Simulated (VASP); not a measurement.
**W in VASP: convergence with empty bands**

Input of the first run (empty bands 1); the others differ in this setting and in those tied to it:

INCAR

```
SYSTEM = W
PREC = Accurate
ENCUT = 520
EDIFF = 1E-6
ISMEAR = 1
SIGMA = 0.1
LREAL = .False.
LASPH = .True.
NELM = 100
ALGO = Normal
ISIF = 2
LWAVE = .False.
LCHARG = .False.
GGA = CA
NBANDS = 8
```

KPOINTS

```
Automatic mesh
0
Gamma
  9 9 9
  0 0 0
```

Contents of POSCAR:

```
W
1.0
   -1.5936480000      1.6596320000      1.5560830000
    1.5731790000     -1.6537440000      1.5297270000
    1.5595230000      1.6196190000     -1.5501950000
W
1
Direct
    0.0045180000     -0.0022460000     -0.0059430000
```

Potentials or basis: VASP PAW LDA potentials, release 64 (W_sv).

Command:

```sh
$ cat potpaw_LDA.64/W_sv/POTCAR > POTCAR
$ mpirun -np 1 vasp_std > vasp.out
```

The cell isn't the ideal one: cell strained at random at fixed volume.

Hardware: 1 thread of Intel(R) Xeon(R) Platinum 8259CL CPU @ 2.50GHz (Skylake/Cascade Lake) (shared host).

```
empty bands  energy less the tightest run, at zero smearing (meV/atom)  SCF cycles  CPU time (s)  peak memory (GiB)
          1                                                       0.00          11            32               0.16
          2                                                       0.00          11            33               0.17
          3                                                       0.00          11            52               0.17
          4                                                       0.00          11            46               0.17
          6                                                       0.00          11            59               0.18
         10                                                       0.00          11            75               0.19
         16                                                       0.00          11           120                0.2
```

Against the tightest run, the energy stays within 1 meV/atom from 1 on. The tightest run that finished is the yardstick and may itself not be fully converged.

The run has no spin-orbit coupling, so splittings on W are missing.
